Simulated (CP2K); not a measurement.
CdSe:

```
Cd Se
1.0
     4.34202    0.00000    0.00000
     2.17101    3.76030    0.00000
     2.17101    1.25343    3.54524
Cd Se
1 1
Direct
  0.00000 0.00000 0.00000
  0.25000 0.25000 0.25000
```

Measurements of this composition are mostly on another form, of space group No. 186.

Base run:

```yaml
Program: CP2K 2026.2
Functional: PBE
Potentials_or_basis: POTENTIAL_UZH Cd GTH-PBE-q12, Se GTH-PBE-q6; TZVP-MOLOPT-PBE-GTH basis
Density_cutoff: 6123 eV
k_mesh: 8 × 8 × 8
Occupations: fermi-dirac, width 0.01 eV
Spin: no spin polarisation
```

Its results: band gap on the k mesh 0.55 eV, direct; pressure 1.8 GPa.

The run is repeated on the same cell with these changes: functional from PBE to PBEsol; ngrids from 4 to 5. What comes out?

Band gap on the k mesh 0.39 eV, direct; pressure -0.4 GPa.

Caveats: the basis of atomic orbitals isn't converged, which shifts pressures, moduli and gaps; the potentials were made for another functional, which shifts forces and pressure (some runs).
